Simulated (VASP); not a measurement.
The system is Pb.

```
Pb
1.0
    -1.97966    1.97966    1.97966
     1.97966   -1.97966    1.97966
     1.97966    1.97966   -1.97966
Pb
1
Direct
  0.00000 0.00000 0.00000
```

This isn't the form of Pb at room conditions, which is fcc.

```yaml
Program: VASP 6.6.1
Task: relaxation of cell and atoms
Functional: r2SCAN
Dispersion: D4
Potentials_or_basis: VASP PAW PBE potentials, release 64 (Pb_d)
Cutoff: 600 eV
k_mesh: 9 × 9 × 9
Occupations: methfessel-paxton, width 0.1 eV
Spin: no spin polarisation
```

At the start: pressure -1.1 GPa; volume 31.03 Å³/atom.

Problem. Where does the relaxation end?

Solution. Over 3 steps the energy falls by 2.6 meV/atom and the volume is 30.28 Å³/atom (-2.4 %); space group Im-3m (No. 229, to 0.05 Å).

The path:
```tsv
step	energy change (eV)	largest force (eV/Å)	pressure (GPa)	volume (Å³)
1	0.0000	0.0000	-1.08	31.03
2	-0.0025	0.0000	0.30	30.10
3	-0.0026	0.0000	0.00	30.28
```

Final structure:
```cif
data_structure
_symmetry_space_group_name_H-M 'P 1'
_symmetry_Int_Tables_number 1
_cell_length_a 3.4011
_cell_length_b 3.4011
_cell_length_c 3.4011
_cell_angle_alpha 109.471
_cell_angle_beta 109.471
_cell_angle_gamma 109.471
_cell_volume 30.28
loop_
_atom_site_label
_atom_site_type_symbol
_atom_site_fract_x
_atom_site_fract_y
_atom_site_fract_z
_atom_site_occupancy
Pb1 Pb 0.00000 0.00000 0.00000 1
```

Caveat: the PAW data sets were made with another functional, which shifts forces and pressure a little; pairwise dispersion overbinds metals, which lowers pressure and volume.
